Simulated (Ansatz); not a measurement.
# AlN (P6_3mc) in Ansatz: further runs, part 2 of 2

Ansatz 0.2.0.

### Step 4. Relaxation of cell and atoms, LDA

File input.yaml:

```yaml
crystal:
  lattice:
    - [3.113, 0.0, 0.0]
    - [-1.5565, 2.695937082, 0.0]
    - [0.0, 0.0, 4.981]
  atoms:
    - { symbol: Al, position: [0.6666666667, 0.3333333333, 0.5] }
    - { symbol: Al, position: [0.3333333333, 0.6666666667, 0.0] }
    - { symbol: "N", position: [0.6666666667, 0.3333333333, 0.88] }
    - { symbol: "N", position: [0.3333333333, 0.6666666667, 0.38] }
hamiltonian:
  xc: lda
  pseudopotentials: { kind: paw }
kpoints:
  mp_grid: { grid: [10, 10, 6] }
scf:
  occupations: { method: fermi_dirac, width: 0.05 }
output:
  forces: true
  stress: true
relax:
  f_tol: 0.01
  max_steps: 40
  cell: { stress_tol: 0.05 }
```

Potentials or basis: Ansatz PAW.

Command:

```console
ansatz run input.yaml --threads 2 --pin off --max-ram 5632MiB --backend cpu --events-out ev --progress --plain --runs-dir out
```

The log of the run:

```text
Warning: RAYON_NUM_THREADS=2 ignored (pool sized by the plan → 2); use --threads N
Engine: ansatz 0.2.0, x86_64-unknown-linux-gnu
Pseudopotentials: kind: paw
Pseudopotential: Al, paw, valence charge 3, recommended cutoff 420 eV (normal), Al.paw.azcp
Pseudopotential: N, paw, valence charge 5, recommended cutoff 420 eV (normal), N.paw.azcp
Functional definition: SPW92
  exchange = slater_x
  correlation = pw_c
Crystal: 4 atoms, lattice volume = 41.803 Å³
Basis set: ecut = 420 eV, 809 PW (Γ)
Bands: 12, of which v1, the nominal top of the filled ones, is band 8 counted from 1 (7 counted from 0)
Symmetry: 12 space group operations
Space group: P63mc (ITA 186), of the structure as read, at distance tolerance 3.5e-5 Å
k-points: 56 of 600 (time reversal used)
Non-local potential: Al, projectors of the file, l = 0: 2, l = 1: 2, l = 2: 1
Non-local potential: N, projectors of the file, l = 0: 2, l = 1: 2, l = 2: 1
PAW form: soft (Blöchl's): semilocal exchange-correlation on the pseudo side does not see the compensation charge
PAW frozen core: Al, regenerated for the run's functional, and the local potential with it (the file was generated under x = pbe(κ = 0.804, μ = 0.2195149727645171), c = pbe(β = 0.06672455060314922))
PAW frozen core: N, regenerated for the run's functional, and the local potential with it (the file was generated under x = pbe(κ = 0.804, μ = 0.2195149727645171), c = pbe(β = 0.06672455060314922))
PAW one-centre angular grid: Al, 110 points (default); XC on 64 Gauss nodes
PAW one-centre angular grid: N, 110 points (default); XC on 64 Gauss nodes
Initial density: superposition of atomic densities (neutral atoms: chi_scale 0, normalization atom), corrected by the library's trained network
Initial wavefunctions: pseudopotential atomic-orbital guess
Functional: x = slater, c = lda
SCF iter   1: F=—  HF=-1779.711607 eV  |F-HF|=—  |Δ(HF+E_count)|=         —  Δρ=9.31e-3  dr2=4.17e-2  ethr=1.77e-3  ⟨swp⟩=5.5  Hψ=4387  notcnv=0
preconditioner: auto → none  [insulator: Δε(μ)=4.162 eV  Ē_g=12.894 eV  σ=0.050 eV  W_gap=1.00  n_scr=2 (ndim 8)  ℏωp=23.0 eV  f_vac=0.000  D(μ)=0.00/eV (n_scr^D=0)  ε∞_Penn≈4.2]
SCF iter   2: F=—  HF=-1779.699318 eV  |F-HF|=—  |Δ(HF+E_count)|=   1.23e-2  Δρ=2.49e-3  dr2=1.40e-3  ethr=2.61e-4  ⟨swp⟩=3.0  Hψ=1601  notcnv=0
SCF iter   3: F=—  HF=-1779.698785 eV  |F-HF|=—  |Δ(HF+E_count)|=   5.33e-4  Δρ=8.48e-4  dr2=1.32e-4  ethr=8.74e-6  ⟨swp⟩=1.4  Hψ=782  notcnv=0
SCF iter   4: F=—  HF=-1779.698727 eV  |F-HF|=—  |Δ(HF+E_count)|=   5.81e-5  Δρ=2.42e-5  dr2=1.14e-7  ethr=8.22e-7  ⟨swp⟩=2.0  Hψ=1060  notcnv=0
SCF iter   5: F=—  HF=-1779.698726 eV  |F-HF|=—  |Δ(HF+E_count)|=   2.49e-7  Δρ=5.10e-6  dr2=6.86e-9  ethr=7.15e-10  ⟨swp⟩=2.0  Hψ=1120  notcnv=0
SCF iter   6: F=-1779.698726 eV  HF=-1779.698726 eV  |F-HF|=1.36e-12  |Δ(HF+E_count)|=   1.99e-9  Δρ=5.16e-7  dr2=5.82e-11  ethr=4.29e-11  ⟨swp⟩=1.9  Hψ=2016  notcnv=0
SCF 1 converged in 6 iterations: F = -1779.698726 eV  dr2 = 5.82e-11
relax step   1: F+E_penalty+E_count = -1779.69872638 eV  Δ(F+E_penalty+E_count) = +0.000e0 eV  max|allowed force component| = 1.166e-1 eV/Å  Δτ_max = 0.0000 Å  P = -4.649 GPa  Ω = 41.803 Å³  (6 SCF iters, dr2 threshold 1.00e-7 eV, accepted)
Crystal: 4 atoms, lattice volume = 41.322 Å³
Basis set: ecut = 420 eV, 785 PW (Γ)
Initial density: handed on by an earlier stage of this run
Initial wavefunctions: those handed on with the density
iter 1 solved again at ethr=2.17e-5 eV; its pass at ethr=3.10e-3 eV (dr2=3.48e-3 eV) is discarded
SCF iter   1: F=—  HF=-1779.712893 eV  |F-HF|=—  |Δ(HF+E_count)|=         —  Δρ=2.78e-3  dr2=3.59e-3  ethr=2.17e-5  ⟨swp⟩=1.0  Hψ=4214  notcnv=0
[... 76 lines left out ...]
SCF iter   5: F=-1779.714331 eV  HF=-1779.714331 eV  |F-HF|=4.55e-13  |Δ(HF+E_count)|=  5.91e-12  Δρ=4.34e-8  dr2=3.01e-13  ethr=1.00e-12  ⟨swp⟩=1.1  Hψ=689  notcnv=0
SCF iter   6: F=-1779.714331 eV  HF=-1779.714331 eV  |F-HF|=0.00e0  |Δ(HF+E_count)|=  4.55e-13  Δρ=7.52e-9  dr2=7.74e-15  ethr=1.00e-12  ⟨swp⟩=1.0  Hψ=1568  notcnv=0
SCF 7 converged in 6 iterations: F = -1779.714331 eV  dr2 = 7.74e-15
relax step   7: F+E_penalty+E_count = -1779.71433076 eV  Δ(F+E_penalty+E_count) = -1.307e-4 eV  max|allowed force component| = 5.697e-5 eV/Å  Δτ_max = 0.0000 Å  P = +0.000 GPa  Ω = 40.842 Å³  energy of the carried Pulay correction = +1.176e-4 eV  (6 SCF iters, dr2 threshold 6.27e-8 eV, accepted)
iter 1 solved again at ethr=4.97e-9 eV; its pass at ethr=3.10e-3 eV (dr2=7.95e-7 eV) is discarded
SCF iter   1: F=—  HF=-1779.714267 eV  |F-HF|=—  |Δ(HF+E_count)|=         —  Δρ=3.29e-6  dr2=6.02e-10  ethr=4.97e-9  ⟨swp⟩=3.2  Hψ=6473  notcnv=0
preconditioner: auto → none  [insulator: Δε(μ)=4.417 eV  Ē_g=13.146 eV  σ=0.050 eV  W_gap=1.00  n_scr=2 (ndim 8)  ℏωp=23.2 eV  f_vac=0.000  D(μ)=0.00/eV (n_scr^D=0)  ε∞_Penn≈4.1]
SCF iter   2: F=—  HF=-1779.714267 eV  |F-HF|=—  |Δ(HF+E_count)|=  6.20e-10  Δρ=1.57e-6  dr2=1.18e-10  ethr=3.76e-12  ⟨swp⟩=2.2  Hψ=1117  notcnv=0
iter 3 did not close the SCF: its close was put off for the readings that it lacked (scf_convergence_deferred on its scf_iter line)
SCF iter   3: F=-1779.714267 eV  HF=-1779.714267 eV  |F-HF|=4.55e-13  |Δ(HF+E_count)|=  1.22e-10  Δρ=2.67e-7  dr2=6.13e-12  ethr=1.00e-12  ⟨swp⟩=1.0  Hψ=672  notcnv=0
iter 4 did not close the SCF: its close was put off for the readings that it lacked (scf_convergence_deferred on its scf_iter line)
SCF iter   4: F=-1779.714267 eV  HF=-1779.714267 eV  |F-HF|=2.27e-13  |Δ(HF+E_count)|=  2.73e-12  Δρ=2.13e-8  dr2=8.40e-14  ethr=1.00e-12  ⟨swp⟩=1.0  Hψ=672  notcnv=0
iter 5 did not close the SCF: its close was put off for the readings that it lacked (scf_convergence_deferred on its scf_iter line)
SCF iter   5: F=-1779.714267 eV  HF=-1779.714267 eV  |F-HF|=0.00e0  |Δ(HF+E_count)|=  2.27e-13  Δρ=4.50e-9  dr2=8.15e-15  ethr=1.00e-12  ⟨swp⟩=1.0  Hψ=672  notcnv=0
iter 6 did not close the SCF: its close was put off for the readings that it lacked (scf_convergence_deferred on its scf_iter line)
SCF iter   6: F=-1779.714267 eV  HF=-1779.714267 eV  |F-HF|=2.27e-13  |Δ(HF+E_count)|=  6.82e-13  Δρ=1.98e-9  dr2=1.51e-15  ethr=1.00e-12  ⟨swp⟩=1.0  Hψ=672  notcnv=0
SCF iter   7: F=-1779.714267 eV  HF=-1779.714267 eV  |F-HF|=9.09e-13  |Δ(HF+E_count)|=  4.55e-13  Δρ=3.16e-10  dr2=3.42e-17  ethr=1.00e-12  ⟨swp⟩=1.0  Hψ=1568  notcnv=0
SCF 8 converged in 7 iterations: F = -1779.714267 eV  dr2 = 3.42e-17
relax step   8: F+E_penalty+E_count = -1779.71426736 eV  Δ(F+E_penalty+E_count) = +6.340e-5 eV  max|allowed force component| = 7.759e-5 eV/Å  Δτ_max = 0.0000 Å  P = -0.002 GPa  Ω = 40.842 Å³  stress off target by 3.60e-3 GPa  SCF on the basis re-selected at this cell (its energy is not comparable with the rows above)  (7 SCF iters)
basis re-selected at this cell: Δ(F+E_penalty+E_count) = +6.340e-5 eV, ΔP = -0.002 GPa vs the last step (what re-selecting the basis moved, of the pressure what is left beyond the Pulay correction that the steps carried, after the strain that the cell walked since its last selection, with what the two solves' SCF thresholds leave and, on support functions, any second-order correction that the steps lacked; it is no measure of the basis error at this ecutwfc). This SCF's stress stands 3.60e-3 GPa from its target on what of the cell is left free (relax.cell.stress_tol is 5.00e-2 GPa) and its largest allowed force component is 7.76e-5 eV/Å (relax.f_tol is 1.00e-2 eV/Å): within both
SCF converged after 7 iterations
Free energy (F): -1779.714267 eV
Harris-Foulkes:  -1779.714267 eV  (|F-HF|=9.09e-13)
Internal energy: -1779.714267 eV  (E = F + TS)
E sigma→0 (E₀):  -1779.714267 eV
Fermi energy:    9.339592 eV
--- Per-component energies (eV) ---
  E_band       = 29.473565
  E_kinetic    = 319.538615
  E_local      = -445.259193  (includes V_loc(G=0)·N_el)
  E_nonlocal   = 115.278327
  E_hartree    = 152.625096
  E_xc         = -201.677865
  E_vxc        = -215.783611  (∫ρ·V_xc dr)
  E_paw        = -1124.219554  (= ΣΔE_a)
  E_vpaw       = -49.550948  (= ΣTr[D̂ρ^β])
  E_aug_tail   = 0.000182  (compensation charges beyond the density's cutoff)
  E_ewald      = -596.271398
  E_core_change = 0.271521  (= ΣΔE_core)
  E_smearing   = -0.000000  (= −TS)
  E_closure    = 0.000000  (closes the sum)
  Σ components = -1779.714267   (vs F -1779.714267, Δ=0.00e0)
--- Forces (eV/Å), atoms counted from 1 ---
  atom   1  Al    -0.00000000     0.00000000     0.00007799
  atom   2  Al     0.00000000    -0.00000000     0.00007799
  atom   3  N      0.00000000    -0.00000000    -0.00007719
  atom   4  N      0.00000000     0.00000000    -0.00007719
  max |Σ_I F_I| component: 1.60e-6 eV/Å
--- Stress (GPa, compression-positive) ---
       -0.001277       0.000000       0.000000
       -0.000000      -0.001277       0.000000
        0.000000       0.000000      -0.003604
  P = ⅓ Tr σ = -0.0021 GPa (-0.021 kbar)
--- Relaxed structure (6 steps of the walk, 6 accepted, 2 SCFs on fresh bases) ---
  F+E_penalty+E_count = -1779.71426736 eV   max|allowed force component| = 7.759e-5 eV/Å   (the final SCF, on the basis selected at the relaxed cell)
  cell:  # Å, volume = 40.8425 Å³
    - [3.0887554821280645, 8.972273991521596e-19, 6.046246454620551e-34]
    - [-1.5443777410640323, 2.6749407136013557, -6.513925245472272e-34]
    - [9.67438277878529e-34, -6.449588519190193e-34, 4.943267708819361]
  atoms:
    - { symbol: Al, position: [0.6666666666666666, 0.3333333333333333, 0.4990080690326694] }
    - { symbol: Al, position: [0.3333333333333333, 0.6666666666666666, -0.000991930967330656] }
    - { symbol: N, position: [0.6666666666666666, 0.3333333333333333, 0.8809919309673305] }
    - { symbol: N, position: [0.3333333333333333, 0.6666666666666666, 0.38099193096733064] }
```

It took 22 s on 2 threads of Intel Xeon at 2.50GHz (Skylake/Cascade Lake), shared host; peak memory 0.36 GiB.

Results:

```yaml
Free_energy: -1779.7143 eV
Relaxed_volume: 10.21 Å³/atom
Relaxed_cell: a = 3.089 Å, b = 3.089 Å, c = 4.943 Å, α = 90.00°, β = 90.00°, γ = 120.00°
Space_group_after_relaxing_to_0.05_Å: P6_3mc (No. 186)
Energy_gained_by_relaxing: 3.9 meV/atom
Ionic_steps: 8
Pressure_after_relaxing: 0.0 GPa
Band_gap_on_the_k_mesh: 4.42 eV
```

Step by step:
```
step  energy change (eV)  largest force (eV/Å)  volume (Å³)
   1              0.0000                0.1166        41.80
   2             -0.0130                0.0910        41.32
   3             -0.0188                0.0309        40.85
   4             -0.0189                0.0070        40.86
   5             -0.0189                0.0004        40.87
   6             -0.0155                0.0004        40.87
   7             -0.0156                0.0001        40.84
   8             -0.0155                0.0001        40.84
```

Final structure:
```
CELL_PARAMETERS angstrom
3.08876 0.00000 0.00000
-1.54438 2.67494 0.00000
0.00000 0.00000 4.94327
ATOMIC_POSITIONS crystal
Al 0.66667 0.33333 0.49901
Al 0.33333 0.66667 0.99901
N 0.66667 0.33333 0.88099
N 0.33333 0.66667 0.38099
```

Caveat: the plane-wave basis is chosen anew once the cell has moved, so the energies of steps on either side of that aren't comparable; the pressure holds a Pulay correction of +0.7 GPa for the finite cutoff; the PAW data sets come from PBE, with cores solved anew for the run's functional, which leaves a small shift of forces and pressure. LDA usually gives volumes a few per cent too small.

### Step 5. Relaxation of cell and atoms, PBEsol

input.yaml, as its differences from that of step 4:

```diff
@@ -11,3 +11,3 @@
 hamiltonian:
-  xc: lda
+  xc: pbesol
   pseudopotentials: { kind: paw }
@@ -20,2 +20,6 @@
   stress: true
+  write_density: true
+  write_potential: true
+  elf: true
+  volumetric_format: npy
 relax:
```

Command:

```console
ansatz run input.yaml --threads 2 --pin off --max-ram 5632MiB --backend cpu --events-out ev --progress --plain --runs-dir out
```

It took 17 s on 2 threads of Intel Xeon at 2.50GHz (Skylake/Cascade Lake), shared host; peak memory 0.38 GiB.

The run converged. Its results:

```
Free energy                            : -1811.9167 eV
Relaxed volume                         : 10.46 Å³/atom
Relaxed cell                           : a = 3.114 Å, b = 3.114 Å, c = 4.983 Å, α = 90.00°, β = 90.00°, γ = 120.00°
Space group after relaxing (to 0.05 Å) : P6_3mc (No. 186)
Energy gained by relaxing              : 0.3 meV/atom
Ionic steps                            : 5
Pressure after relaxing                : 0.0 GPa
Band gap on the k mesh                 : 4.09 eV, direct
```

Step by step:
```
step  energy change (eV)  largest force (eV/Å)  volume (Å³)
   1              0.0000                0.1304        41.80
   2             -0.0005                0.0955        41.83
   3             -0.0013                0.0003        41.82
   4             -0.0012                0.0000        41.84
   5             -0.0013                0.0000        41.84
```

Final structure:
```yaml
crystal:
  lattice:
    - [3.11379, 0.00000, 0.00000]
    - [-1.55690, 2.69662, 0.00000]
    - [0.00000, 0.00000, 4.98343]
  atoms:
    - { symbol: Al, position: [0.66667, 0.33333, 0.49900] }
    - { symbol: Al, position: [0.33333, 0.66667, 0.99900] }
    - { symbol: N, position: [0.66667, 0.33333, 0.88100] }
    - { symbol: N, position: [0.33333, 0.66667, 0.38100] }
```

Levels at points of the mesh, in eV from the valence-band top:
| k point | band 4 | band 5 | band 6 | band 7 | band 8 | band 9 | band 10 | band 11 | band 12 |
| --- | --- | --- | --- | --- | --- | --- | --- | --- | --- |
| (0.00, 0.00, 0.00) | -0.88 | -0.88 | -0.22 | -0.22 | 0.00 | 4.09 | 6.54 | 10.49 | 11.01 |
| (0.00, 0.00, -0.50) | -3.36 | -0.56 | -0.56 | -0.56 | -0.56 | 6.35 | 6.35 | 10.20 | 10.20 |
| (0.00, -0.50, 0.00) | -4.20 | -3.37 | -2.11 | -1.80 | -0.70 | 5.67 | 5.67 | 8.06 | 10.14 |
| (0.00, -0.50, -0.50) | -5.65 | -1.49 | -1.49 | -1.38 | -1.38 | 5.17 | 5.17 | 9.12 | 9.12 |

Caveat: the plane-wave basis is chosen anew once the cell has moved, so the energies of steps on either side of that aren't comparable; the pressure holds a Pulay correction of +0.5 GPa for the finite cutoff; the PAW data sets come from PBE, with cores solved anew for the run's functional, which leaves a small shift of forces and pressure. A k mesh can miss the band edges.

### Step 6. Single point, PBE

input.yaml, as its differences from that of step 5:

```diff
@@ -11,3 +11,3 @@
 hamiltonian:
-  xc: pbesol
+  xc: pbe
   pseudopotentials: { kind: paw }
@@ -16,3 +16,3 @@
 scf:
-  occupations: { method: fermi_dirac, width: 0.05 }
+  occupations: { method: gaussian, width: 0.012 }
 output:
@@ -20,2 +20,3 @@
   stress: true
+  eigenvalues: true
   write_density: true
@@ -24,5 +25 @@
   volumetric_format: npy
-relax:
-  f_tol: 0.01
-  max_steps: 40
-  cell: { stress_tol: 0.05 }
```

Potentials or basis: Ansatz PAW.

Command:

```console
ansatz run input.yaml --threads 2 --pin off --max-ram 5632MiB --backend cpu --events-out ev --progress --plain --runs-dir out
```

Run time: 4.4 s. Hardware: 2 threads of Intel Xeon at 2.50GHz (Skylake/Cascade Lake), shared host; peak memory 0.35 GiB.

The run converged. Its results:

```
Free energy            : -1848.4978 eV
Pressure               : 3.7 GPa
Largest force          : 0.129 eV/Å
Band gap on the k mesh : 4.21 eV, direct
```

Forces in eV/Å, atoms in the order of the input:
```
Al   0.000  0.000 -0.129
Al   0.000  0.000 -0.129
N    0.000  0.000  0.129
N    0.000  0.000  0.129
```

Stress tensor (GPa, compression positive):
```
3.19 0.00 0.00
0.00 3.19 0.00
0.00 0.00 4.78
```

Levels at points of the mesh, in eV from the valence-band top:
```csv
k point,band 4,band 5,band 6,band 7,band 8,band 9,band 10,band 11,band 12
"(0.00, 0.00, 0.00)",-0.83,-0.83,-0.18,-0.18,0.00,4.21,6.67,10.61,11.17
"(0.00, 0.00, -0.50)",-3.31,-0.51,-0.51,-0.51,-0.51,6.47,6.47,10.35,10.35
"(0.00, -0.50, 0.00)",-4.12,-3.32,-2.05,-1.76,-0.66,5.82,5.84,8.20,10.29
"(0.00, -0.50, -0.50)",-5.56,-1.43,-1.43,-1.35,-1.35,5.33,5.33,9.30,9.30
```

Caveat: the pressure holds a Pulay correction of +0.5 GPa for the finite cutoff.

### Step 7. Summary

| task | level | cell | smearing | gap on the mesh (eV) | pressure (GPa) | relaxed volume (Å³/atom) |
| --- | --- | --- | --- | --- | --- | --- |
| relaxation of cell and atoms | revPBE+D3(BJ) | relaxed | fermi-dirac 0.05 eV | 4.30 | 0.0 | 10.34 |
| relaxation of cell and atoms | revPBE+D4 | relaxed | fermi-dirac 0.05 eV | 4.36 | 0.0 | 10.26 |
| relaxation of cell and atoms | LDA | relaxed | fermi-dirac 0.05 eV | 4.42 | 0.0 | 10.21 |
| relaxation of cell and atoms | PBEsol | relaxed | fermi-dirac 0.05 eV | 4.09 | 0.0 | 10.46 |
| single point | PBE | as given | gaussian 0.012 eV | 4.21 | 3.7 | - |

Alike in all rows: potentials or basis Ansatz PAW; no spin polarisation; k mesh 10 × 10 × 6; cutoff (eV) 420.

Caveats: the plane-wave basis is chosen anew once the cell has moved, so the energies of steps on either side of that aren't comparable (some runs); the PAW data sets come from PBE, with cores solved anew for the run's functional, which leaves a small shift of forces and pressure (some runs).

Absolute energies hang on the potentials; compare differences alone.

### Step 8. How close it comes

Step 6. Measured gap of AlN: 6.0343 eV (an exciton energy, a little under the gap; 0 K; quoted in “Structural and optical properties of self-assembled AlN nanowires grown on SiO2/Si substrates by molecular beam epitaxy”, 2024, arxiv:2402.00216). This calculation gives 4.21 eV (-1.82 eV). 2 values of this kind are on record (6.034 to 6.0343 eV); this one was drawn at random. The value is that of PBE on a finite k mesh, which can miss the band edges, without temperature or zero-point motion. Semilocal functionals fall short of measured gaps as a rule.
